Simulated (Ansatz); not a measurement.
**FePt (Tetraferroplatinum): equation of state with LDA**

FePt (Tetraferroplatinum):

```
Pt Fe
1.0
     2.72350    0.00000    0.00000
     0.00000    2.72350    0.00000
     0.00000    0.00000    3.72000
Pt Fe
1 1
Direct
  0.50000 0.50000 0.50000
  0.00000 0.00000 0.00000
```

```yaml
Program: Ansatz 0.2.0
Task: equation of state
Functional: LDA
Potentials_or_basis: all-electron LAPW, scalar-relativistic
Basis_error_allowed: 0.001 eV/atom
k_mesh: 10 × 10 × 7
Occupations: fermi-dirac, width 0.05 eV
Spin: collinear spin, ferromagnetic start
Starting_moments: "[0.0, 3.0] μB"
```

```
Equilibrium volume                        : 13.05 Å³/atom
Bulk modulus at fixed shape and positions : 264 GPa
Pressure derivative of the bulk modulus   : 5.4
```

Energy against volume, from the lowest point:
```tsv
volume (Å³/atom)	energy (meV/atom)
12.969	0.00
13.245	2.04
13.521	12.75
13.796	31.09
14.072	56.13
14.348	86.94
14.624	122.74
```

All runs of the series together: 4.3 min on 2 threads of Arm Neoverse V2, with other jobs on the host.

Caveat: the cell was scaled at fixed shape and fractional positions, which overstates the stiffness of a crystal with free parameters, most of all of layers and chains. Spin-orbit coupling is left out, which matters for the levels of Pt.
